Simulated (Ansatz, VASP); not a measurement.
# C in VASP and in Ansatz

```xyz
4
Lattice="1.2280 -2.1271 0.0000 1.2280 2.1271 0.0000 0.0000 0.0000 7.1733" Properties=species:S:1:pos:R:3 pbc="T T T"
C     1.2280    1.7724    5.4025
C     1.2280   -0.3547    1.7708
C     1.2280   -1.7724    1.7708
C     1.2280    0.3547    5.4025
```

Alike in both runs: task relaxation of cell and atoms; functional LDA; k mesh 1 × 1 × 1; occupations gaussian, width 0.1 eV; no spin polarisation.

|  | VASP | Ansatz |
| --- | --- | --- |
| version | VASP 6.6.1 | Ansatz 0.2.0 |
| potentials or method | VASP PAW LDA potentials, release 64 (C) | scalar-relativistic, plane waves, PAW |
| plane-wave cutoff (eV) | 600 | 420 |
| valence electrons in the cell | 16 | 16 |

Ansatz gave:

```
gap on the k mesh at the Fermi level, each at its own relaxed structure (eV) : 5.40
relaxed volume (Å³/atom)                                                     : 14.19
relaxed cell length with the largest relative difference (Å)                 : 10.411
energy change over the relaxation (meV/atom)                                 : -68
```

**Question.** Which values does VASP return?

**Answer.** gap on the k mesh at the Fermi level, each at its own relaxed structure (eV): 5.14; relaxed volume (Å³/atom): 11.67; relaxed cell length with the largest relative difference (Å): 8.552; energy change over the relaxation (meV/atom): -64.

One of these differences is far larger than is usual between the two programs; its cause wasn't traced.

Caveats: the k mesh is coarse (spacing up to 2.95 Å⁻¹), so the values aren't converged; the volume moved by over 15 % at a fixed basis, so the end points are rough (VASP); an odd mesh through Γ misses points on the zone boundary, where band edges often lie.
